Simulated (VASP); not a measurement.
# MgS (P6_3mc) in VASP: a series of runs, part 2 of 2

VASP 6.6.1. Earlier steps stand in the parts before.

## 3. Single point, PBEsol (all Mg atoms moved +0.100 Å, as atom 1 along Cartesian [0 0 1])

File INCAR:

```
SYSTEM = MgS
  PREC = Accurate
  ENCUT = 520
  EDIFF = 1E-7
  ISMEAR = 0
  SIGMA = 0.05
  LREAL = .False.
  LASPH = .True.
  NELM = 80
  ALGO = Fast
  ISIF = 2
  LWAVE = .False.
  LCHARG = .False.
  GGA = PS
  NBANDS = 16
```

File KPOINTS:

```
Automatic mesh
0
Gamma
  6 6 4
  0 0 0
```

File POSCAR:

```
MgS
1.0
    4.0346224068      0.0000000000      0.0000000000
   -2.0173112034      3.4940854990      0.0000000000
    0.0000000000      0.0000000000      6.4322941800
Mg S
2 2
Direct
    0.6666666667      0.3333333333      0.5113014026
    0.3333333333      0.6666666667      1.0113014026
    0.3333333333      0.6666666667      0.3792441500
    0.6666666667      0.3333333333      0.8792441500
```

Potentials or basis: VASP PAW PBE potentials, release 64 (Mg, S).

Command:

```bash
> cat potpaw_PBE.64/Mg/POTCAR potpaw_PBE.64/S/POTCAR > POTCAR
> mpirun -np 1 vasp_std > vasp.out
```

Run time: 29 s. Hardware: 1 thread of Intel Xeon Platinum 8488C (Sapphire Rapids), shared host; peak memory 0.2 GiB.

The run converged. Its results:

- Free energy: -17.8242 eV
- Pressure: -0.1 GPa
- Largest force: 0.557 eV/Å
- Band gap on the k mesh: 3.36 eV, direct

Forces in eV/Å, atoms in the order of the input:
```
Mg   0.000  0.000 -0.557
Mg   0.000  0.000 -0.557
S    0.000  0.000  0.557
S    0.000  0.000  0.557
```

Stress tensor (GPa, compression positive):
```
-1.48  0.00  0.00
 0.00 -1.48  0.00
 0.00  0.00  2.63
```

Levels at points of the mesh, in eV from the valence-band top:
```
           k point  band 5  band 6  band 7  band 8  band 9  band 10  band 11  band 12
(0.00, 0.00, 0.00)   -0.43   -0.05    0.00    0.00    3.36     4.68     7.53     7.53
(0.50, 0.00, 0.00)   -1.92   -1.12   -0.98   -0.32    4.70     5.11     5.76     7.38
(0.00, 0.00, 0.50)   -0.22   -0.22   -0.22   -0.22    4.85     4.85     7.59     7.59
(0.50, 0.00, 0.50)   -0.80   -0.80   -0.76   -0.76    4.56     4.56     6.34     6.34
```

Caveat: the PAW data sets were made with another functional, which shifts forces and pressure a little.

## 4. Single point, PBEsol (all Mg atoms moved +0.200 Å, as atom 1 along Cartesian [0 0 1])

File INCAR:

```
ALGO = Normal ; EDIFF = 1E-6
ENCUT = 520 ; GGA = PS
ISIF = 2 ; ISMEAR = 0
LASPH = True ; LCHARG = False
LREAL = False ; LWAVE = False
NBANDS = 16 ; NELM = 60
PREC = Accurate ; SIGMA = 0.05
```

File KPOINTS:

```
k-points
0
Gamma
  6 6 4
```

Changes to POSCAR since step 3:

```diff
@@ -8,4 +8,4 @@
 Direct
-    0.6666666667      0.3333333333      0.5113014026
-    0.3333333333      0.6666666667      1.0113014026
+    0.6666666667      0.3333333333      0.5268479553
+    0.3333333333      0.6666666667      1.0268479553
     0.3333333333      0.6666666667      0.3792441500
```

Potentials or basis: VASP PAW PBE potentials, release 64 (Mg, S).

Command:

```bash
> cat potpaw_PBE.64/Mg/POTCAR potpaw_PBE.64/S/POTCAR > POTCAR
> mpirun -np 1 vasp_std > vasp.out
```

OUTCAR:

```text
EDIFF = 1E-6
   ENCUT = 520
   GGA = PS
   ISIF = 2
   ISMEAR = 0
   LASPH = True
   LREAL = False
   NELM = 60
   PREC = Accurate

 ion  position               nearest neighbor table
   1  0.667  0.333  0.527-   4 2.27   3 2.52   3 2.52   3 2.52
   2  0.333  0.667  0.027-   3 2.27   4 2.52   4 2.52   4 2.52
   3  0.333  0.667  0.379-   2 2.27   1 2.52   1 2.52   1 2.52
   4  0.667  0.333  0.879-   1 2.27   2 2.52   2 2.52   2 2.52

  LATTYP: Found a hexagonal cell.
[... 595 lines left out ...]
  FORCE on cell =-STRESS in cart. coord.  units (eV):
  Direction    XX          YY          ZZ          XY          YZ          ZX
  --------------------------------------------------------------------------------------
  -------------------------------------------------------------------------------------
  Total       -1.4271568     -1.4271568      4.2732717      0.0000000     -0.0000000      0.0000000
  in kB      -25.2162180    -25.2162180     75.5037923      0.0000000     -0.0000000      0.0000000
  external PRESSURE =       8.3571188 kB  Pullay stress =       0.0000000 kB

 VOLUME and BASIS-vectors are now :
 -----------------------------------------------------------------------------
  energy-cutoff  :      520.00
  volume of cell :       90.68
      direct lattice vectors                 reciprocal lattice vectors
     4.034622407  0.000000000  0.000000000     0.247854669  0.143098960  0.000000000
    -2.017311203  3.494085499  0.000000000     0.000000000  0.286197919  0.000000000
     0.000000000  0.000000000  6.432294180     0.000000000  0.000000000  0.155465526

 POSITION                                       TOTAL-FORCE (eV/Angst)
 -----------------------------------------------------------------------------------
      2.01731      1.16470      3.38884         0.000000     -0.000000     -1.456237
     -0.00000      2.32939      0.17269        -0.000000      0.000000     -1.456237
     -0.00000      2.32939      2.43941        -0.000000      0.000000      1.456237
      2.01731      1.16470      5.65556         0.000000     -0.000000      1.456237
 -----------------------------------------------------------------------------------
    total drift:                               -0.000000      0.000000      0.000071

  FREE ENERGIE OF THE ION-ELECTRON SYSTEM (eV)
  ---------------------------------------------------
  free  energy   TOTEN  =       -17.6286015793 eV

  energy  without entropy=      -17.6286015793  energy(sigma->0) =      -17.62860158
```

Wall time 28 s (1 thread of Intel Xeon Platinum 8488C (Sapphire Rapids), shared host); peak memory 0.19 GiB.

What came out:

```
Free energy            : -17.6286 eV
Pressure               : 0.8 GPa
Largest force          : 1.456 eV/Å
Band gap on the k mesh : 3.29 eV, direct
```

Forces in eV/Å, atoms in the order of the input:
```
Mg   0.000  0.000 -1.456
Mg   0.000  0.000 -1.456
S    0.000  0.000  1.456
S    0.000  0.000  1.456
```

Stress tensor (GPa, compression positive):
```
-2.52  0.00  0.00
 0.00 -2.52  0.00
 0.00  0.00  7.55
```

Caveat: the PAW data sets were made with another functional, which shifts forces and pressure a little.

## 5. Single point, PBEsol (all Mg atoms moved -0.150 Å, as atom 1 along Cartesian [0 0 1])

File INCAR:

```
SYSTEM = MgS
ALGO     = Fast           ! electronic algorithm
EDIFF    = 1E-6           ! SCF threshold, eV
ENCUT    = 520            ! plane-wave cutoff, eV
GGA      = PS             ! functional
ISIF     = 2              ! what is computed and relaxed
ISMEAR   = 0              ! smearing method
LASPH    = .TRUE.         ! aspherical terms in the spheres
LCHARG   = .FALSE.        ! write CHGCAR
LREAL    = .FALSE.        ! projectors in reciprocal space
LWAVE    = .FALSE.        ! write WAVECAR
NBANDS   = 16             ! bands
NELM     = 100            ! most SCF steps
PREC     = Accurate       ! precision mode
SIGMA    = 0.05           ! smearing width, eV
```

File KPOINTS:

```
k-points
0
G
  6 6 4
  0 0 0
```

Changes to POSCAR since step 4:

```diff
@@ -8,4 +8,4 @@
 Direct
-    0.6666666667      0.3333333333      0.5268479553
-    0.3333333333      0.6666666667      1.0268479553
+    0.6666666667      0.3333333333      0.4724350211
+    0.3333333333      0.6666666667      0.9724350211
     0.3333333333      0.6666666667      0.3792441500
```

Command:

```bash
> cat potpaw_PBE.64/Mg/POTCAR potpaw_PBE.64/S/POTCAR > POTCAR
> mpirun -np 1 vasp_std > vasp.out
```

Run time: 29 s. Hardware: 1 thread of Intel Xeon Platinum 8488C (Sapphire Rapids), shared host; peak memory 0.2 GiB.

The run converged. Its results:

```
Free energy            : -17.7729 eV
Pressure               : -0.1 GPa
Largest force          : 0.540 eV/Å
Band gap on the k mesh : 3.06 eV, direct
```

Forces on the atoms (eV/Å):
```
Mg   0.000  0.000  0.540
Mg   0.000  0.000  0.540
S    0.000  0.000 -0.540
S    0.000  0.000 -0.540
```

Stress tensor (GPa, compression positive):
```
 1.61  0.00  0.00
 0.00  1.61  0.00
 0.00  0.00 -3.44
```

Levels at points of the mesh, in eV from the valence-band top:
```
           k point  band 4  band 5  band 6  band 7  band 8  band 9  band 10  band 11  band 12  band 13
(0.00, 0.00, 0.00)   -0.89   -0.89   -0.47   -0.47    0.00    3.06     4.32     7.11     7.11     7.92
(0.50, 0.00, 0.00)   -2.78   -1.98   -1.55   -1.00   -0.79    4.34     4.87     5.48     7.33     7.91
(0.00, 0.00, 0.50)   -2.02   -0.69   -0.69   -0.69   -0.69    4.58     4.58     7.26     7.26     7.26
(0.50, 0.00, 0.50)   -3.41   -1.20   -1.20   -0.91   -0.91    4.31     4.31     5.88     5.88     9.05
```

Caveat: the PAW data sets were made with another functional, which shifts forces and pressure a little.

## 6. Summary

| cell | gap on the mesh (eV) | pressure (GPa) | largest force (eV/Å) |
| --- | --- | --- | --- |
| all Mg atoms moved +0.150 Å, as atom 1 along Cartesian [0 0 1] | 3.32 | 0.3 | 0.96 |
| all Mg atoms moved +0.100 Å, as atom 1 along Cartesian [0 0 1] | 3.36 | -0.1 | 0.56 |
| all Mg atoms moved +0.200 Å, as atom 1 along Cartesian [0 0 1] | 3.29 | 0.8 | 1.46 |
| all Mg atoms moved -0.150 Å, as atom 1 along Cartesian [0 0 1] | 3.06 | -0.1 | 0.54 |

Alike in all rows: task single point; level PBEsol; potentials or basis VASP PAW PBE potentials, release 64 (Mg, S); no spin polarisation; k mesh 6 × 6 × 4; cutoff (eV) 520; smearing gaussian 0.05 eV.

Caveats: the PAW data sets were made with another functional, which shifts forces and pressure a little.

Absolute energies hang on the potentials; compare differences alone.
